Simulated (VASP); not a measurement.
Set up this calculation in VASP 6.6.1, as the native input.

```
Task                   : single point
Functional             : PBE
Potentials or basis    : VASP PAW PBE potentials, release 64 (Cu)
Cutoff                 : 520 eV
k mesh                 : 12 × 12 × 1
Occupations            : fermi-dirac, width 0.05 eV
Spin                   : no spin polarisation
Dipole correction      : yes
Further INCAR settings : ALGO = Normal; EDIFF = 1e-07; NBANDS = 42
```

The structure of Cu lies in POSCAR:

```
Cu
1.0
    2.5340966698      0.0000000000      0.0000000000
   -1.2670483349      2.1945920917      0.0000000000
    0.0000000000      0.0000000000     25.2814275000
Cu
6
Direct
    0.6666666700      0.3333333400      0.2966604635
    0.3333333300      0.6666666600      0.3779962781
    0.6666666700      0.3333333400      0.4593320927
    0.3333333300      0.6666666600      0.5406679073
    0.6666666700      0.3333333400      0.6220037219
    0.3333333300      0.6666666600      0.7033395365
```

The slab is cut from a database's or a generator's crystal, which needn't be the stable form of the element.

The cell isn't the ideal one: the (0 0 1) slab of Cu, cut from the database cell, not relaxed.

These files were run (other wordings do the same):

INCAR

```
PREC = Accurate ; ENCUT = 520
EDIFF = 1E-7 ; ISMEAR = -1
SIGMA = 0.05 ; LREAL = F
LASPH = T ; NELM = 60
ALGO = Normal ; ISIF = 2
LWAVE = F ; LCHARG = F
LDIPOL = T ; IDIPOL = 3
DIPOL = 0.5 0.5 0.500 ; GGA = PE
NBANDS = 42
```

KPOINTS

```
regular mesh
0
Gamma
  12 12 1
```

Potentials or basis: VASP PAW PBE potentials, release 64 (Cu).

Run with:

```bash
$ cat potpaw_PBE.64/Cu/POTCAR > POTCAR
$ mpirun -np 1 vasp_std > vasp.out
```

It gave:

```json
{"Largest force": "0.191 eV/Å", "Band gap on the k mesh": "none (metal or under the smearing width)"}
```

Run time: 110 s on 1 thread of Intel(R) Xeon(R) 6975P-C (Granite Rapids), with other jobs on the host, peak memory 0.3 GiB.
